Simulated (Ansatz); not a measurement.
Sn: stationary points along a deformation path

All numbers below come from DFT r2SCAN, scalar-relativistic, plane waves, PAW (Ansatz 0.2.0). Settings: plane waves to 500 eV, k-mesh 24×24×24 (Γ-centred), Gaussian smearing 0.15 eV. No spin polarisation. Energies are free energies at this smearing, counted from the undisturbed cell; pressure is positive in compression.

Zero of the scan (relaxed at this level; with this scan's settings it stands at -0.2 GPa; this bcc form isn't the usual structure):

```
Sn
1.0
    -1.89129    1.89129    1.89129
     1.89129   -1.89129    1.89129
     1.89129    1.89129   -1.89129
Sn
1
Direct
  0.00000 0.00000 0.00000
```

At fixed volume and fractional coordinates, lengths along (0.000, 0.000, 1.000) are scaled against those across it; ρ is that ratio over its starting value. V = 27.060 Å³/atom. Δσ is the stress along the axis less the mean stress across it (compression positive).

```
    ρ  ΔE (meV/atom)  Δσ (GPa) space group
0.707           38.1      7.11       I4/mmm
0.850          -15.2     -0.26       I4/mmm
1.000            0.0      0.00        Im-3m
1.200           -5.0     -0.36       I4/mmm
1.414           -2.2      0.00        Fm-3m
```

**Question.** How does the stress give the slope of the energy, and where is the energy stationary?

**Answer.** Along the path d ln(length) is 2/3 d ln ρ on the axis and −1/3 d ln ρ across it, so dE/d ln ρ = −(2/3) V Δσ: the energy falls with ρ where Δσ is positive. Δσ vanishes or changes sign between ρ = 0.707 and 0.850, a minimum (near 0.84 by linear interpolation); at ρ = 1.000 (Im-3m), a stationary point at 0.0 meV/atom; between ρ = 1.000 and 1.200, at least one minimum (the energy falls over this step, yet the slope at ρ = 1.200 points the other way); at ρ = 1.414 (Fm-3m, an end of the scan), at -2.2 meV/atom. Pairs of stationary points between two samples would go unseen, and could change a minimum read from distant neighbours into a maximum. At ρ = 1.000, 1.414 the cell is cubic, where symmetry alone makes the stress isotropic and the slope zero.

**Question.** Is the start the lowest point of the path?

**Answer.** No: ρ = 0.850 lies 15.2 meV/atom lower, with no sampled rise above the start on the way. Volume and inner coordinates are held, so a relaxed structure there would lie lower still.

In a metal these slopes depend on the k mesh and the smearing.

Cost: 5 runs of about 5.7 core-minutes in all, on Intel Xeon Processor @ 2.50GHz (Skylake/Cascade Lake) (shared hosts).